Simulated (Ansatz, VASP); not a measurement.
# One calculation of KTaO3, two programs

```
CELL_PARAMETERS angstrom
3.99013 0.00000 0.00000
0.00000 3.99013 0.00000
0.00000 0.00000 3.99013
ATOMIC_POSITIONS crystal
K 0.00000 0.00000 0.00000
Ta 0.50000 0.50000 0.50000
O 0.50000 0.50000 0.00000
O 0.50000 0.00000 0.50000
O 0.00000 0.50000 0.50000
```

Alike in both runs: task single point; functional PBE; k mesh 6 × 6 × 6; no spin polarisation.

```csv
,VASP,Ansatz
version,VASP 6.6.1,Ansatz 0.2.0
potentials or method,"VASP PAW PBE potentials, release 64 (K_sv, Ta_pv, O)","plane waves, PAW"
plane-wave cutoff (eV),520,420
occupations,"gaussian, width 0.01 eV",fixed
valence electrons in the cell,38,40
```

```csv
,VASP,Ansatz,Ansatz less VASP
gap on the k mesh at the Fermi level (eV),2.17,2.22,+0.047
pressure (GPa),5.8,5.1,-0.67
```

The two sets of potentials don't hold the same shells in valence.

Caveats: spin-orbit coupling is left out, which moves the levels of the heavy elements. A k mesh can miss the band edges.
